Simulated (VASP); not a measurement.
# MgS (P6_3mc) in VASP: further runs

Aim: see how the results for MgS move with the level of theory and the settings. Levels: HSE(alpha, omega), PBE. Tasks: single point.

All numbers are computed with VASP 6.6.1; they aren't measurements. Logs are shortened: lines on timing, memory, paths and dates and some standing lists are left out, and cuts for length are marked.

## (1) Starting point

Symmetry: P6_3mc, No. 186, hexagonal system. The conventional cell has a = 4.035 Å, b = 4.035 Å, c = 6.432 Å, α = 90.00°, β = 90.00°, γ = 120.00°. S (site symmetry 3m) is surrounded by 4 Mg at 2.45 to 2.47 Å. Mg (site symmetry 3m) has 4 S at 2.45 to 2.47 Å as nearest neighbours.

The cell comes from a database or a generator and needn't be the stable form of this composition.

## (2) Single point, HSE(alpha, omega)

Contents of POSCAR:

```
MgS
1.0
    4.0346224068      0.0000000000      0.0000000000
   -2.0173112034      3.4940854990      0.0000000000
    0.0000000000      0.0000000000      6.4322941800
S Mg
2 2
Direct
    0.6666666667      0.3333333333      0.8792441500
    0.3333333333      0.6666666667      0.3792441500
    0.3333333333      0.6666666667      0.9957548500
    0.6666666667      0.3333333333      0.4957548500
```

Contents of INCAR.step1:

```
ALGO = Normal
EDIFF = 1E-5
ENCUT = 520
GGA = PE
ISIF = 2
ISMEAR = -1
LASPH = True
LCHARG = False
LREAL = False
LWAVE = True
NELM = 80
PREC = Accurate
SIGMA = 0.05
```

Contents of INCAR.step2:

```
AEXX = 0.25
ALGO = Normal
EDIFF = 1E-7
ENCUT = 520
GGA = PE
HFSCREEN = 0.2
ISIF = 2
ISMEAR = -1
ISTART = 1
LASPH = True
LCHARG = False
LHFCALC = True
LREAL = False
LWAVE = False
NELM = 80
PREC = Accurate
PRECFOCK = Fast
SIGMA = 0.05
```

Contents of KPOINTS:

```
k-points
0
Gamma
  4 4 2
```

Potentials or basis: VASP PAW PBE potentials, release 64 (S, Mg).

Run with:

```bash
> cat potpaw_PBE.64/S/POTCAR potpaw_PBE.64/Mg/POTCAR > POTCAR
> cp INCAR.step1 INCAR
> mpirun -np 1 vasp_std > vasp.out
> cp INCAR.step2 INCAR
> mpirun -np 1 vasp_std > vasp.out
```

OUTCAR:

```text
AEXX = 0.25
   EDIFF = 1E-7
   ENCUT = 520
   GGA = PE
   HFSCREEN = 0.2
   ISIF = 2
   ISMEAR = -1
   ISTART = 1
   LASPH = True
   LHFCALC = True
   LREAL = False
   NELM = 80
   PREC = Accurate
   PRECFOCK = Fast

 ion  position               nearest neighbor table
   1  0.667  0.333  0.879-   3 2.45   3 2.45   3 2.45   4 2.47
   2  0.333  0.667  0.379-   4 2.45   4 2.45   4 2.45   3 2.47
   3  0.333  0.667  0.996-   1 2.45   1 2.45   1 2.45   2 2.47
   4  0.667  0.333  0.496-   2 2.45   2 2.45   2 2.45   1 2.47

  LATTYP: Found a hexagonal cell.
 ALAT       =     4.0346224068
 C/A-ratio  =     1.5942741430

  Lattice vectors:

 A1 = (   4.0346224068,   0.0000000000,   0.0000000000)
 A2 = (  -2.0173112034,   3.4940854990,   0.0000000000)
 A3 = (   0.0000000000,   0.0000000000,   6.4322941800)

Analysis of symmetry for initial positions (statically):
=====================================================================
 Subroutine PRICEL returns:
 Original cell was already a primitive cell.

 Routine SETGRP: Setting up the symmetry group for a
 hexagonal supercell.

 Subroutine GETGRP returns: Found 12 space group operations
 (whereof  6 operations were pure point group operations)
 out of a pool of 24 trial point group operations.

The static configuration has the point symmetry C_3v.
 The point group associated with its full space group is C_6v.

Analysis of symmetry for dynamics (positions and initial velocities):
=====================================================================
 Subroutine PRICEL returns:
 Original cell was already a primitive cell.

 Routine SETGRP: Setting up the symmetry group for a
 hexagonal supercell.

 Subroutine GETGRP returns: Found 12 space group operations
 (whereof  6 operations were pure point group operations)
 out of a pool of 24 trial point group operations.

The dynamic configuration has the point symmetry C_3v.
 The point group associated with its full space group is C_6v.

 Subroutine INISYM returns: Found 12 space group operations
 (whereof  6 operations are pure point group operations),
 and found     1 'primitive' translations

----------------------------------------------------------------------------------------

                                     Primitive cell

  volume of cell :      90.6781

  direct lattice vectors                    reciprocal lattice vectors
     4.034622407  0.000000000  0.000000000     0.247854669  0.143098960  0.000000000
    -2.017311203  3.494085499  0.000000000     0.000000000  0.286197919  0.000000000
     0.000000000  0.000000000  6.432294180     0.000000000  0.000000000  0.155465526

  length of vectors
     4.034622407  4.034622407  6.432294180     0.286197919  0.286197919  0.155465526

  position of ions in fractional coordinates (direct lattice)
     0.666666667  0.333333333  0.879244150
     0.333333333  0.666666667  0.379244150
     0.333333333  0.666666667  0.995754850
     0.666666667  0.333333333  0.495754850

  ion indices of the primitive-cell ions
   primitive index   ion index
                 1           1
                 2           2
                 3           3
                 4           4

----------------------------------------------------------------------------------------

 KPOINTS: k-points

Automatic generation of k-mesh.
 Grid dimensions read from file:
 generate k-points for:    4    4    2

 Generating k-lattice:

  Cartesian coordinates                     Fractional coordinates (reciprocal lattice)
     0.061963667  0.035774740  0.000000000     0.250000000  0.000000000  0.000000000
     0.000000000  0.071549480  0.000000000     0.000000000  0.250000000  0.000000000
     0.000000000  0.000000000  0.077732763     0.000000000  0.000000000  0.500000000

  Length of vectors
     0.071549480  0.071549480  0.077732763

  Shift w.r.t. Gamma in fractional coordinates (k-lattice)
     0.000000000  0.000000000  0.000000000

 Subroutine IBZKPT returns following result:
 ===========================================

 Found      8 irreducible k-points:

 Following reciprocal coordinates:
            Coordinates               Weight
  0.000000  0.000000  0.000000      1.000000
  0.250000  0.000000  0.000000      6.000000
  0.500000  0.000000  0.000000      3.000000
  0.250000  0.250000  0.000000      6.000000
  0.000000  0.000000  0.500000      1.000000
  0.250000  0.000000  0.500000      6.000000
  0.500000  0.000000  0.500000      3.000000
  0.250000  0.250000  0.500000      6.000000
   k-points           NKPTS =      8   k-points in BZ     NKDIM =     32   number of bands    NBANDS=     12
   number of dos      NEDOS =    301   number of ions     NIONS =      4
   total plane-waves  NPLWV =  43200
   dimension x,y,z NGX =    30 NGY =   30 NGZ =   48
   dimension x,y,z NGXF=    60 NGYF=   60 NGZF=   96
   ions per type =               2   2
   NGX,Y,Z   is equivalent  to a cutoff of  12.36, 12.36, 12.41 a.u.
   NGXF,Y,Z  is equivalent  to a cutoff of  24.72, 24.72, 24.81 a.u.
 SYSTEM =  unknown system
   PREC   = accura    normal or accurate (medium, high low for compatibility)
   ISTART =      1    job   : 0-new  1-cont  2-samecut
   ICHARG =      0    charge: 1-file 2-atom 10-const
   ISPIN  =      1    spin polarized calculation?
   LNONCOLLINEAR =      F non collinear calculations
   LSORBIT =      F    spin-orbit coupling
   LASPH  =      T    aspherical Exc in radial PAW
   ENCUT  =  520.0 eV  38.22 Ry    6.18 a.u.   7.50  7.50 11.96*2*pi/ulx,y,z
   NELM   =     80;   NELMIN=  2; NELMDL=  0     # of ELM steps
   EDIFF  = 0.1E-06   stopping-criterion for ELM
   LREAL  =      F    real-space projection
   EDIFFG = 0.1E-05   stopping-criterion for IOM
   NSW    =      0    number of steps for IOM
   IBRION =     -1    ionic relax: 0-MD 1-quasi-New 2-CG
   NFREE  =      0    steps in history (QN), initial steepest desc. (CG)
   ISIF   =      2    stress and relaxation
   ISYM   =      3    0-nonsym 1-usesym 2-fastsym
   POTIM  = 0.5000    time-step for ionic-motion
   TEBEG  =    0.0;   TEEND  =   0.0 temperature during run
   PSTRESS=    0.0 pullay stress
   NELECT =      16.0000    total number of electrons
   NUPDOWN=      -1.0000    fix difference up-down
   EMIN   =  10.00;   EMAX   =-10.00  energy-range for DOS
   EFERMI =   0.00;   METHOD = LEGACY
   ISMEAR =    -1;   SIGMA  =   0.05  broadening in eV -4-tet -1-fermi 0-gaus
   EFERMI_NEDOS =   21; number of points for ismear=-14 and -15
   IALGO  =     38    algorithm
   IMIX   =      1    mixing-type and parameters
     AMIX     =   0.40;   BMIX     =  1.00
     AMIX_MAG =   1.60;   BMIX_MAG =  1.00
  volume/ion in A,a.u.               =      22.67       152.98
  Fermi-wavevector in a.u.,A,eV,Ry     =   0.918221  1.735187 11.471486  0.843130
  Thomas-Fermi vector in A             =   2.043279
   LORBIT       =      0    0 simple, 1 ext, 2 COOP (PROOUT), +10 PAW based schemes
   GGA     = PE    functional components
   LHFCALC =     T    Hartree Fock is set to
   PRECFOCK=fast      Normal, Fast or Accurate (Low or Medium for compatibility)
   ENCUT4O =  -1.0   cutoff for four orbital integrals eV
   NKREDX  =     1    reduce k-point grid by
   NKREDY  =     1    reduce k-point grid by
   NKREDZ  =     1    reduce k-point grid by
   AEXX    =    0.2500 exact exchange contribution
   HFSCREEN=    0.2000 screening length (either q_TF or 0.3 A-1)
   HFSCREENC=   0.2000 screening length for correlation (either q_TF or 0.3 A-1)
   ENCUTFOCK=  -1.0 apply spherical cutoff to Coloumb kernel
   IVDW    =     0    specifies the selected vdW correction
   LEPSILON=     F    determine dielectric tensor
   LRPA    =     F    only Hartree local field effects (RPA)
 non-spin polarized calculation
  energy-cutoff  :      520.00
  volume of cell :       90.68
 maximum number of plane-waves:      2462
 NGX is ok and might be reduce to    30
  NGX = 18; NGY = 18; NGZ = 28

 number of electron      16.0000004 magnetization

 Free energy of the ion-electron system (eV)
  ---------------------------------------------------
  ext. energy  EPLUGINS =         0.00000000
  ---------------------------------------------------
  free energy    TOTEN  =       -19.75824941 eV

  energy without entropy =      -19.75824941  energy(sigma->0) =      -19.75824941

 E-fermi :   1.5036     XC(G=0):  -6.9991

 val. band max:        0.4658303800   @ k =   0.0000   0.0000   0.0000
 cond. band min:       4.9739288565   @ k =   0.0000   0.0000   0.0000
 fundamental gap:      4.5080984765
 Fermi energy:         1.5036324161

 k-point     1 :       0.0000    0.0000    0.0000
  band No.  band energies     occupation
      1     -12.1152      2.00000
      2     -11.3103      2.00000
      3      -3.0352      2.00000
      4      -0.1723      2.00000
      5      -0.1723      2.00000
      6       0.2921      2.00000
      7       0.2921      2.00000
      8       0.4658      2.00000
      9       4.9739      0.00000
     10       6.2519      0.00000
     11       9.1562      0.00000
     12       9.1562      0.00000

 k-point     2 :       0.2500    0.0000    0.0000
  band No.  band energies     occupation
      1     -11.8072      2.00000
      2     -11.1759      2.00000
      3      -2.5333      2.00000
      4      -1.6320      2.00000
      5      -1.1415      2.00000
      6      -0.5806      2.00000
      7       0.1321      2.00000
      8       0.1706      2.00000
      9       6.5472      0.00000
     10       7.0839      0.00000
     11       8.2213      0.00000
     12       8.9110      0.00000

 k-point     3 :       0.5000    0.0000    0.0000
  band No.  band energies     occupation
      1     -11.3808      2.00000
      2     -11.1131      2.00000
      3      -2.7975      2.00000
      4      -2.1823      2.00000
      5      -1.5776      2.00000
      6      -0.9008      2.00000
      7      -0.5290      2.00000
      8      -0.0550      2.00000
      9       6.2396      0.00000
     10       6.7340      0.00000
     11       7.4066      0.00000
     12       9.1524      0.00000

 k-point     4 :       0.2500    0.2500    0.0000
  band No.  band energies     occupation
      1     -11.3958      2.00000
      2     -11.1016      2.00000
      3      -2.2526      2.00000
      4      -2.1552      2.00000
      5      -1.5951      2.00000
      6      -1.3733      2.00000
      7      -0.6573      2.00000
      8      -0.4347      2.00000
      9       6.7338      0.00000
     10       8.0576      0.00000
     11       8.4147      0.00000
     12       8.7018      0.00000

 k-point     5 :       0.0000    0.0000    0.5000
  band No.  band energies     occupation
      1     -11.7457      2.00000
      2     -11.7457      2.00000
      3      -1.5781      2.00000
      4      -1.5781      2.00000
      5       0.0517      2.00000
      6       0.0517      2.00000
      7       0.0517      2.00000
      8       0.0517      2.00000
      9       6.4969      0.00000
     10       6.4969      0.00000
     11       9.3089      0.00000
     12       9.3093      0.00000

 k-point     6 :       0.2500    0.0000    0.5000
  band No.  band energies     occupation
      1     -11.5093      2.00000
      2     -11.5093      2.00000
      3      -2.0681      2.00000
      4      -2.0681      2.00000
      5      -0.5127      2.00000
      6      -0.5127      2.00000
      7      -0.2498      2.00000
      8      -0.2498      2.00000
      9       6.9169      0.00000
     10       6.9169      0.00000
     11       8.4357      0.00000
     12       8.4357      0.00000

 k-point     7 :       0.5000    0.0000    0.5000
  band No.  band energies     occupation
      1     -11.2440      2.00000
      2     -11.2440      2.00000
      3      -2.9162      2.00000
      4      -2.9162      2.00000
      5      -0.5152      2.00000
      6      -0.5152      2.00000
      7      -0.4075      2.00000
      8      -0.4075      2.00000
      9       6.1588      0.00000
     10       6.1588      0.00000
     11       7.9049      0.00000
     12       7.9049      0.00000

 k-point     8 :       0.2500    0.2500    0.5000
  band No.  band energies     occupation
      1     -11.2470      2.00000
      2     -11.2470      2.00000
      3      -2.5960      2.00000
      4      -2.5960      2.00000
      5      -1.2607      2.00000
      6      -1.2607      2.00000
      7      -0.1958      2.00000
      8      -0.1958      2.00000
      9       7.0464      0.00000
     10       7.0464      0.00000
     11       8.4969      0.00000
     12       8.4969      0.00000

------------------------ aborting loop because EDIFF is reached ----------------------------------------

  FORCE on cell =-STRESS in cart. coord.  units (eV):
  Direction    XX          YY          ZZ          XY          YZ          ZX
  --------------------------------------------------------------------------------------
  -------------------------------------------------------------------------------------
  Total       -0.0099682     -0.0099682     -0.1955168      0.0000000      0.0000000     -0.0000000
  in kB       -0.1761264     -0.1761264     -3.4545573      0.0000000      0.0000000     -0.0000000
  external PRESSURE =      -1.2689367 kB  Pullay stress =       0.0000000 kB

 VOLUME and BASIS-vectors are now :
 -----------------------------------------------------------------------------
  energy-cutoff  :      520.00
  volume of cell :       90.68
      direct lattice vectors                 reciprocal lattice vectors
     4.034622407  0.000000000  0.000000000     0.247854669  0.143098960  0.000000000
    -2.017311203  3.494085499  0.000000000     0.000000000  0.286197919  0.000000000
     0.000000000  0.000000000  6.432294180     0.000000000  0.000000000  0.155465526

 POSITION                                       TOTAL-FORCE (eV/Angst)
 -----------------------------------------------------------------------------------
      2.01731      1.16470      5.65556         0.000000      0.000000     -0.051617
     -0.00000      2.32939      2.43941        -0.000000     -0.000000     -0.051617
     -0.00000      2.32939      6.40499         0.000000     -0.000000      0.051617
      2.01731      1.16470      3.18884        -0.000000      0.000000      0.051617
 -----------------------------------------------------------------------------------
    total drift:                                0.000001     -0.000000     -0.000166

  FREE ENERGIE OF THE ION-ELECTRON SYSTEM (eV)
  ---------------------------------------------------
  free  energy   TOTEN  =       -19.7582494115 eV

  energy  without entropy=      -19.7582494115  energy(sigma->0) =      -19.75824941
```

Wall time 2.9 min (1 thread of Intel Xeon Platinum 8488C (Sapphire Rapids), shared host); peak memory 0.29 GiB.

What came out:

```
Free energy            : -19.7582 eV
Pressure               : -0.1 GPa
Largest force          : 0.052 eV/Å
Band gap on the k mesh : 4.51 eV, direct
```

Forces in eV/Å, atoms in the order of the input:
```
S    0.000  0.000 -0.052
S    0.000  0.000 -0.052
Mg   0.000  0.000  0.052
Mg   0.000  0.000  0.052
```

Stress tensor (GPa, compression positive):
```
-0.02  0.00  0.00
 0.00 -0.02  0.00
 0.00  0.00 -0.35
```

Caveat: the k mesh is coarse (spacing up to 0.49 Å⁻¹), so the values aren't converged, least of all with exact exchange; the PAW data sets were made with another functional, which shifts forces and pressure a little.

(Part 1 of 3 ends here.)
